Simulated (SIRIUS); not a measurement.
# Ce under changes of volume

One of the cells (34.371 Å³/atom); the others are scaled copies at fixed shape and fractional positions:

```
CELL_PARAMETERS angstrom
0.00000 2.58060 2.58060
2.58060 0.00000 2.58060
2.58060 2.58060 0.00000
ATOMIC_POSITIONS crystal
Ce 0.00000 0.00000 0.00000
```

| Quantity | Value |
| --- | --- |
| Program | SIRIUS 7.12.0 |
| Functional | WC |
| Potentials or basis | all-electron FP-LAPW |
| Cutoff | 168 eV |
| Basis | apw+lo standard |
| k mesh | 9 × 9 × 9 |
| Occupations | fermi-dirac, width 0.05 eV |
| Spin | collinear spin, ferromagnetic start |
| Starting moments | [1.0] μB |

| volume (Å³/atom) | energy over the lowest point (meV/atom) | moment (μB per cell) |
| --- | --- | --- |
| 32.309 | 0.00 | 0.00 |
| 32.996 | ? | ? |
| 33.684 | 67.43 | 0.57 |
| 34.371 | 100.74 | 0.73 |
| 35.058 | 133.54 | 0.84 |
| 35.746 | 166.67 | 0.93 |
| 36.433 | 199.67 | 1.01 |

**Question.** What does the run at 32.996 Å³/atom give?

**Answer.** Energy over the lowest point 33.55 meV/atom; moment 0.26 μB per cell.

Worked out: A Birch-Murnaghan fit of order 3 (a polynomial in V^(-2/3)) to the other rows has no minimum within the range. It gives 33.96 meV/atom at 32.996 Å³/atom, against the run's 33.55. A parabola through the other rows of the moment, of slope 0.382 μB per Å³/atom there, gives 0.30 μB, against the run's 0.26.

Energies are extrapolated to zero smearing.

Caveats: the magnetic or orbital state may not be the lowest.
